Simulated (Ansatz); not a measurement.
## Structure search for TiTe2

The calculation used Ansatz, DFT PBE, scalar-relativistic, plane waves, PAW. Settings: cutoff 420 eV, Γ-centred meshes spaced at most about 0.3 Å⁻¹, and about 0.25 Å⁻¹ or finer for metals (2π included), Gaussian smearing. Spin is collinear in cells that carry moments; the others ran without spin or lost their moments.

Formation energies are uncorrected and refer to the elements' standard structures at the same level.

Temperature and zero-point effects are left out. The comparison covers the computed candidates alone. No dispersion correction is applied, so the spacing and binding between layers, chains or molecules are poorly described (P-3m1, I4/mmm), and this can change margins and order among such cells. These runs have no spin–orbit coupling, which can matter for Te. The reference form of Te is held partly by dispersion forces, which this level lacks. The magnetic state reached may not be the lowest.

Invented guesses and database cells were relaxed alike, and ends that match in structure, energy and magnetic state were merged. ΔE counts from the first row. Coordination counts Te atoms around Ti (those within 1.25 times the shortest such distance or 1.15 times the sum of covalent radii; a plus sign parts nearer from farther groups). The ends were matched against large subsets of the Crystallography Open Database and the Materials Project, so a missing match doesn't prove that a structure is unreported.

```
#                reached from             type and space group  atoms  Å³/atom  coordination  ΔE (meV/atom)  gap on mesh (eV)           moments  in databases                               checks
1  a cell as deposited in COD  cadmium iodide, P-3m1 (No. 164)      3     28.4          Ti 6              0              0.00              none           COD  no imaginary mode on a 2×2×1 q mesh
2       marcasite type (Pnnm)             CaCl2, Pnnm (No. 58)      6     26.9          Ti 6             95              0.00              none      no match                                    -
3          CaC2 type (I4/mmm)                 I4/mmm (No. 139)      3     27.2          Ti 8            271              0.00              none      no match                                    -
4         Cu2Sb type (P4/nmm)                 P4/nmm (No. 129)      6     25.3        Ti 5+4            385              0.00              none      no match                                    -
5                 random cell    anti-cuprite, Pn-3m (No. 224)      6     35.7          Ti 4            457              0.00              none      no match                                    -
6                 random cell        Ni2In, P6_3/mmc (No. 194)      6     24.2        Ti 5+6            689              0.00  parallel, 0.9 μB      no match                                    -
7                 random cell                  P-6m2 (No. 187)      6     33.4        Ti 3+1            956              0.00  parallel, 0.8 μB      no match                                    -
8                 random cell                    Pmmm (No. 47)      3     31.5          Ti 4            970              0.00  parallel, 1.4 μB      no match                                    -
9          AlB2 type (P6/mmm)                 P6/mmm (No. 191)      3     25.3         Ti 12           1115              0.00              none      no match                                    -
```

The lowest: Space group P-3m1 (No. 164), trigonal, a = 3.768 Å, c = 6.919 Å. Ti is surrounded by 6 Te at 2.78 Å; around Te lie 3 Ti at 2.78 Å. Its energy over the elements is −0.70 eV/atom. It is a structure that the Crystallography Open Database (COD) lists.

Space group P-3m1 (No. 164). a = 3.768 Å, b = 3.768 Å, c = 6.919 Å, α = 90.00°, β = 90.00°, γ = 120.00°
```csv
atom,site,symmetry,x,y,z
Ti,1a,-3m.,0.0000,0.0000,0.0000
Te,2d,3m.,0.6667,0.3333,0.7498
```

The second: Space group Pnnm (No. 58), orthorhombic, a = 6.141 Å, b = 7.043 Å, c = 3.736 Å. Ti is surrounded by 6 Te at 2.74–2.82 Å; around Te lie 3 Ti at 2.74–2.82 Å. Counting Te atoms around Ti, the first and the second both have Ti 6. Shaken at random and relaxed again, row 1 came back. Cells without such a test can be saddle points.

```cif
data_structure
_symmetry_space_group_name_H-M 'P 1'
_symmetry_Int_Tables_number 1
_cell_length_a 6.1414
_cell_length_b 7.0434
_cell_length_c 3.7363
_cell_angle_alpha 90.000
_cell_angle_beta 90.000
_cell_angle_gamma 90.000
_cell_volume 161.62
loop_
_atom_site_label
_atom_site_type_symbol
_atom_site_fract_x
_atom_site_fract_y
_atom_site_fract_z
_atom_site_occupancy
Ti1 Ti 0.00000 0.00000 0.00000 1
Ti2 Ti 0.50000 0.50000 0.50000 1
Te1 Te 0.22408 0.34878 0.00000 1
Te2 Te 0.77592 0.65122 0.00000 1
Te3 Te 0.72408 0.15122 0.50000 1
Te4 Te 0.27592 0.84878 0.50000 1
```

Some candidate types were left out of the draw beforehand, so a known form may be missing.
